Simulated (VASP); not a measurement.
# ScAl (Pm-3m) in VASP: notebook

The runs below take ScAl through single point, with PBEsol.

All numbers are computed with VASP 6.6.1; they aren't measurements. Logs are shortened: lines on timing, memory, paths and dates and some standing lists are left out, and cuts for length are marked.

### Step 1. Starting point

Symmetry: Pm-3m, No. 221, cubic system. Conventional cell: a = 3.370 Å, b = 3.370 Å, c = 3.370 Å, α = 90.00°, β = 90.00°, γ = 90.00°. Sc (site symmetry m-3m) is surrounded by 8 Al at 2.92 Å. Around Al (site symmetry m-3m) lie 8 Sc at 2.92 Å.

The cell comes from a database or a generator and needn't be the stable form of this composition.

### Step 2. Single point, PBEsol

INCAR reads:

```
SYSTEM = ScAl
PREC     = Accurate       ! precision mode
ENCUT    = 550            ! plane-wave cutoff, eV
EDIFF    = 1E-6           ! SCF threshold, eV
ISMEAR   = 1              ! smearing method
SIGMA    = 0.2            ! smearing width, eV
LREAL    = .False.        ! projectors in reciprocal space
LASPH    = .True.         ! aspherical terms in the spheres
NELM     = 100            ! most SCF steps
ALGO     = Normal         ! electronic algorithm
ISIF     = 2              ! what is computed and relaxed
LWAVE    = .False.        ! write WAVECAR
LCHARG   = .False.        ! write CHGCAR
GGA      = PS             ! functional
ADDGRID  = .False.
```

KPOINTS reads:

```
Automatic mesh
0
Gamma
  4 4 4
  0 0 0
```

POSCAR reads:

```
ScAl
1.0
    3.3703489700      0.0000000000      0.0000000000
    0.0000000000      3.3703489700      0.0000000000
    0.0000000000      0.0000000000      3.3703489700
Sc Al
1 1
Direct
    0.5000000000      0.5000000000      0.5000000000
    0.0000000000      0.0000000000      0.0000000000
```

Potentials or basis: VASP PAW PBE potentials, release 64 (Sc_sv, Al).

Run with:

```sh
> cat potpaw_PBE.64/Sc_sv/POTCAR potpaw_PBE.64/Al/POTCAR > POTCAR
> mpirun -np 1 vasp_std > vasp.out
```

OUTCAR:

```text
SYSTEM = ScAl
   PREC = Accurate
   ENCUT = 550
   EDIFF = 1E-6
   ISMEAR = 1
   LREAL = .False.
   LASPH = .True.
   NELM = 100
   ISIF = 2
   GGA = PS

 Found     10 irreducible k-points:

 Following reciprocal coordinates:
            Coordinates               Weight
  0.000000  0.000000  0.000000      1.000000
  0.250000  0.000000  0.000000      6.000000
  0.500000  0.000000  0.000000      3.000000
  0.250000  0.250000  0.000000     12.000000
  0.500000  0.250000  0.000000     12.000000
  0.500000  0.500000  0.000000      3.000000
   k-points           NKPTS =     10   k-points in BZ     NKDIM =     10   number of bands    NBANDS=     11
   number of dos      NEDOS =    301   number of ions     NIONS =      2
   total plane-waves  NPLWV =  21952
   dimension x,y,z NGX =    28 NGY =   28 NGZ =   28
   dimension x,y,z NGXF=    56 NGYF=   56 NGZF=   56
   ions per type =               1   1
   NGX,Y,Z   is equivalent  to a cutoff of  13.81, 13.81, 13.81 a.u.
   NGXF,Y,Z  is equivalent  to a cutoff of  27.62, 27.62, 27.62 a.u.
 SYSTEM =  ScAl
   PREC   = accura    normal or accurate (medium, high low for compatibility)
   ISTART =      0    job   : 0-new  1-cont  2-samecut
   ICHARG =      2    charge: 1-file 2-atom 10-const
   ISPIN  =      1    spin polarized calculation?
   LNONCOLLINEAR =      F non collinear calculations
   LSORBIT =      F    spin-orbit coupling
   LASPH  =      T    aspherical Exc in radial PAW
   ENCUT  =  550.0 eV  40.42 Ry    6.36 a.u.   6.44  6.44  6.44*2*pi/ulx,y,z
   NELM   =    100;   NELMIN=  2; NELMDL= -5     # of ELM steps
   EDIFF  = 0.1E-05   stopping-criterion for ELM
   LREAL  =      F    real-space projection
   EDIFFG = 0.1E-04   stopping-criterion for IOM
   NSW    =      0    number of steps for IOM
   IBRION =     -1    ionic relax: 0-MD 1-quasi-New 2-CG
   NFREE  =      0    steps in history (QN), initial steepest desc. (CG)
   ISIF   =      2    stress and relaxation
   ISYM   =      2    0-nonsym 1-usesym 2-fastsym
   POTIM  = 0.5000    time-step for ionic-motion
   TEBEG  =    0.0;   TEEND  =   0.0 temperature during run
   PSTRESS=    0.0 pullay stress
   NELECT =      14.0000    total number of electrons
   NUPDOWN=      -1.0000    fix difference up-down
   EMIN   =  10.00;   EMAX   =-10.00  energy-range for DOS
   EFERMI =   0.00;   METHOD = LEGACY
   ISMEAR =     1;   SIGMA  =   0.20  broadening in eV -4-tet -1-fermi 0-gaus
   EFERMI_NEDOS =   21; number of points for ismear=-14 and -15
   IALGO  =     38    algorithm
   IMIX   =      4    mixing-type and parameters
     AMIX     =   0.40;   BMIX     =  1.00
     AMIX_MAG =   1.60;   BMIX_MAG =  1.00
  volume/ion in A,a.u.               =      19.14       129.18
  Fermi-wavevector in a.u.,A,eV,Ry     =   1.170692  2.212287 18.647052  1.370520
  Thomas-Fermi vector in A             =   2.307147
   LORBIT       =      0    0 simple, 1 ext, 2 COOP (PROOUT), +10 PAW based schemes
   GGA     = PS    functional components
   LHFCALC =     F    Hartree Fock is set to
   AEXX    =    0.0000 exact exchange contribution
   IVDW    =     0    specifies the selected vdW correction
   LEPSILON=     F    determine dielectric tensor
   LRPA    =     F    only Hartree local field effects (RPA)
 non-spin polarized calculation
 Methfessel and Paxton  Order N= 1 SIGMA  =   0.20
  energy-cutoff  :      550.00
  volume of cell :       38.28
 maximum number of plane-waves:      1141
 NGX is ok and might be reduce to    28
   NGX = 13   NGY = 13   NGZ = 13

 number of electron      14.0000002 magnetization

 Free energy of the ion-electron system (eV)
  ---------------------------------------------------
  ext. energy  EPLUGINS =         0.00000000
  ---------------------------------------------------
  free energy    TOTEN  =       -11.64675723 eV

  energy without entropy =      -11.64944534  energy(sigma->0) =      -11.64765327

 E-fermi :   5.7489     XC(G=0): -10.4068

 val. band max:        5.6554558427   @ k =   0.2500   0.0000   0.0000
 cond. band min:       6.0511994465   @ k =   0.2500   0.2500   0.2500
 fundamental gap:      0.3957436038
 Fermi energy:         5.7488501602

 k-point     1 :       0.0000    0.0000    0.0000
  band No.  band energies     occupation
      1     -43.3640      2.00000
      2     -22.0352      2.00000
      3     -22.0352      2.00000
      4     -22.0352      2.00000
      5      -2.4699      2.00000
      6       5.2510      2.00243
      7       5.2510      2.00243
      8       8.5982     -0.00000
      9       8.5982     -0.00000
     10       8.5982     -0.00000
     11       9.7315     -0.00000

 k-point     2 :       0.2500    0.0000    0.0000
  band No.  band energies     occupation
      1     -43.3565      2.00000
      2     -22.1263      2.00000
      3     -22.0271      2.00000
      4     -22.0271      2.00000
      5      -1.5979      2.00000
      6       4.0494      2.00000
      7       5.6555      1.70284
      8       7.3384     -0.00000
      9       7.3384     -0.00000
     10       8.7088     -0.00000
     11       8.9251     -0.00000

 k-point     3 :       0.5000    0.0000    0.0000
  band No.  band energies     occupation
      1     -43.3490      2.00000
      2     -22.2157      2.00000
      3     -22.0190      2.00000
      4     -22.0190      2.00000
      5       0.3351      2.00000
      6       1.4121      2.00000
      7       6.1699     -0.01122
      8       6.7024     -0.00000
      9       6.7024     -0.00000
     10       8.8242     -0.00000
     11       9.6998     -0.00000

 k-point     4 :       0.2500    0.2500    0.0000
  band No.  band energies     occupation
      1     -43.3492      2.00000
      2     -22.1185      2.00000
      3     -22.1123      2.00000
      4     -22.0191      2.00000
      5      -0.8149      2.00000
      6       4.4608      2.00000
      7       4.6221      2.00000
      8       6.7179     -0.00000
      9       7.3968     -0.00000
     10       7.9886     -0.00000
     11       9.4755     -0.00000

 k-point     5 :       0.5000    0.2500    0.0000
  band No.  band energies     occupation
      1     -43.3418      2.00000
      2     -22.2022      2.00000
      3     -22.1045      2.00000
      4     -22.0111      2.00000
      5       0.7208      2.00000
      6       2.3178      2.00000
      7       5.3721      2.02286
      8       6.2581     -0.00188
      9       7.0306     -0.00000
     10       8.0247     -0.00000
     11       9.6137     -0.00000

 k-point     6 :       0.5000    0.5000    0.0000
  band No.  band energies     occupation
      1     -43.3346      2.00000
      2     -22.1887      2.00000
      3     -22.1887      2.00000
      4     -22.0032      2.00000
      5       1.2848      2.00000
      6       4.1360      2.00000
      7       4.1360      2.00000
      8       5.0870      2.00003
      9       7.4339     -0.00000
     10       7.4339     -0.00000
     11       9.5755     -0.00000

 [... further k-points ...]

------------------------ aborting loop because EDIFF is reached ----------------------------------------

  FORCE on cell =-STRESS in cart. coord.  units (eV):
  Direction    XX          YY          ZZ          XY          YZ          ZX
  --------------------------------------------------------------------------------------
  -------------------------------------------------------------------------------------
  Total       -0.2922066     -0.2922066     -0.2922066      0.0000000      0.0000000     -0.0000000
  in kB      -12.2285798    -12.2285798    -12.2285798      0.0000000      0.0000000     -0.0000000
  external PRESSURE =     -12.2285798 kB  Pullay stress =       0.0000000 kB

 VOLUME and BASIS-vectors are now :
 -----------------------------------------------------------------------------
  energy-cutoff  :      550.00
  volume of cell :       38.28
      direct lattice vectors                 reciprocal lattice vectors
     3.370348970  0.000000000  0.000000000     0.296705181  0.000000000  0.000000000
     0.000000000  3.370348970  0.000000000     0.000000000  0.296705181  0.000000000
     0.000000000  0.000000000  3.370348970     0.000000000  0.000000000  0.296705181

 POSITION                                       TOTAL-FORCE (eV/Angst)
 -----------------------------------------------------------------------------------
      1.68517      1.68517      1.68517         0.000000      0.000000      0.000000
      0.00000      0.00000      0.00000         0.000000      0.000000      0.000000
 -----------------------------------------------------------------------------------
    total drift:                                0.000000      0.000000      0.000000

  FREE ENERGIE OF THE ION-ELECTRON SYSTEM (eV)
  ---------------------------------------------------
  free  energy   TOTEN  =       -11.6467572321 eV

  energy  without entropy=      -11.6494453401  energy(sigma->0) =      -11.64765327
```

Run time: 5 s. Hardware: 1 thread of Intel Xeon Platinum 8488C (Sapphire Rapids), shared host; peak memory 0.15 GiB.

The run converged, but some of its settings lie outside the range that counts as converged, so its numbers aren't taken as properties of the crystal.

Results:

| Item | Value |
| --- | --- |
| Free energy | -11.6468 eV |
| Pressure | -1.2 GPa |
| Band gap on the k mesh | none (metal or under the smearing width) |

Caveat: the k mesh is coarse (spacing up to 0.47 Å⁻¹), so the values aren't converged; the PAW data sets were made with another functional, which shifts forces and pressure a little.

### Step 3. Single point, PBEsol

Changes to INCAR since step 2:

```diff
@@ -2,3 +2,3 @@
 PREC     = Accurate       ! precision mode
-ENCUT    = 550            ! plane-wave cutoff, eV
+ENCUT    = 700            ! plane-wave cutoff, eV
 EDIFF    = 1E-6           ! SCF threshold, eV
```

KPOINTS is that of step 2.

POSCAR is that of step 2.

Potentials or basis: VASP PAW PBE potentials, release 64 (Sc_sv, Al).

Run with:

```sh
> cat potpaw_PBE.64/Sc_sv/POTCAR potpaw_PBE.64/Al/POTCAR > POTCAR
> mpirun -np 1 vasp_std > vasp.out
```

It took 4.7 s on 1 thread of Intel Xeon Platinum 8488C (Sapphire Rapids), shared host; peak memory 0.16 GiB.

The run converged, but some of its settings lie outside the range that counts as converged, so its numbers aren't taken as properties of the crystal.

What came out:

```
Free energy            : -11.6472 eV
Pressure               : -1.2 GPa
Band gap on the k mesh : none (metal or under the smearing width)
```

Caveat: the k mesh is coarse (spacing up to 0.47 Å⁻¹), so the values aren't converged; the PAW data sets were made with another functional, which shifts forces and pressure a little.

[end of part 1 of 2]
